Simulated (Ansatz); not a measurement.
Consider the substitution at a C–C bond: `B/C=C/CC` + `N=C(N)O` → `C/N=C(\N)O` + `B/C=C/C`.

Gas-phase electronic energies from Ansatz, PBE0-D4/def2-TZVP geometries. CBS: MP2 limit from def2 TZ/QZ plus the TZ coupled-cluster correction, frozen cores. Double bonds are as drawn, so ΔE can hold a change between cis and trans. DFT in def2-TZVPP. B3LYP here is the variant with VWN-RPA as its local correlation; programs differ in this. Each species was taken in one conformer, which may not be the lowest.

Task: Is it downhill or uphill in electronic energy at CCSD(T)/CBS, and by how much? (Estimate.)

Result: The calculation gave: Uphill: ΔE = +17.8 kJ/mol.

Task: What do these levels give: B2PLYP, B3LYP, MP2/def2-TZVPP, SCS-MP2/def2-TZVPP, CCSD(T)/def2-TZVPP, CCSD/CBS(def2)? (Estimate.)

Result: The calculation gave: B2PLYP 15.2, B3LYP 13.7, MP2/def2-TZVPP 17.6, SCS-MP2/def2-TZVPP 17.5, CCSD(T)/def2-TZVPP 17.3, CCSD/CBS(def2) 18.5 kJ/mol.

Largest T1 diagnostic among the species: 0.013.
